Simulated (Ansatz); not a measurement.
`[CH3][SbH][CH3]` + `BCC(C)=O` → `[BH2][Sb]([CH3])[CH3]` + `CC(C)=O`  (formal exchange of groups at the Sb–H bond)

Computed with Ansatz on PBE0-D4/def2-TZVP structures; ΔE is electronic, products minus reactants. CCSD(T)/CBS adds triple-zeta CCSD(T) − MP2 to the extrapolated MP2 energy (def2 sets, frozen cores). DFT in def2-TZVPP. B3LYP here is the variant with VWN-RPA as its local correlation; programs differ in this. Elements past krypton have def2 core potentials. For Sb outer-core shells are correlated without core-valence functions, which leaves a few kJ/mol of doubt a bond. Each species was taken in one conformer, which may not be the lowest.

`[CH3][SbH][CH3]`:

Cartesian coordinates in Å:
```
C -0.927 1.280 -0.302
Sb 0.995 0.693 0.488
C 0.838 -1.366 -0.143
H -0.853 1.350 -1.388
H -1.202 2.258 0.094
H -1.690 0.550 -0.035
H 0.382 0.378 2.058
H 0.991 -1.415 -1.222
H 1.609 -1.959 0.347
H -0.144 -1.769 0.104
```

`BCC(C)=O`:

Z-matrix (Å, degrees):
```
C
C 1 1.504
B 1 1.557 2 115.3
H 1 1.107 2 109.6 3 112.7
H 1 1.092 2 110.4 3 -129.5
O 2 1.206 1 120.9 3 105.1
C 2 1.505 1 117.0 3 -74.4
H 3 1.195 1 119.8 2 -157.3
H 3 1.197 1 121.1 2 26.1
H 7 1.088 2 110.1 1 168.5
H 7 1.095 2 109.0 1 -71.9
H 7 1.092 2 111.2 1 46.0
```

`[BH2][Sb]([CH3])[CH3]`:

Cartesian coordinates in Å:
```
B -0.950 -1.745 -0.637
Sb -0.815 -0.004 0.687
C 1.238 -0.180 1.336
C -0.552 1.565 -0.773
H -1.618 -1.698 -1.628
H -0.490 -2.796 -0.297
H 1.915 -0.146 0.484
H 1.466 0.636 2.021
H 1.357 -1.129 1.858
H 0.339 1.386 -1.374
H -0.462 2.520 -0.257
H -1.429 1.589 -1.420
```

`CC(C)=O`:

Cartesian coordinates in Å:
```
C 0.621 -0.966 -0.585
C -0.470 0.061 -0.432
C -0.396 0.937 0.792
O -1.353 0.176 -1.244
H 1.606 -0.495 -0.515
H 0.560 -1.693 0.231
H 0.520 -1.481 -1.539
H 0.507 1.553 0.751
H -1.273 1.580 0.845
H -0.322 0.328 1.697
```

```csv
level,ΔE (kJ/mol)
B3LYP-D4,5.1
r2SCAN,4.4
HF/def2-TZVPP,8.5
SCS-MP2/def2-TZVPP,1.4
```

**Question.** What does CCSD(T)/CBS give? (Estimate.)

**Answer.** The calculation gave: -0.7 kJ/mol. The listed levels differ from it by 5.8, 5.1, 9.2, 2.1 kJ/mol.

Largest T1 diagnostic among the species: 0.014.

In def2-TZVPP, CCSD(T) changes the Hartree–Fock value by −8.2 kJ/mol (the triples alone add −1.8 kJ/mol) and MP2 by −9.6 kJ/mol.

CCSD(T)/CBS has its own doubt, a few kJ/mol and more with outer-core shells, so smaller differences from it don't rank the levels.
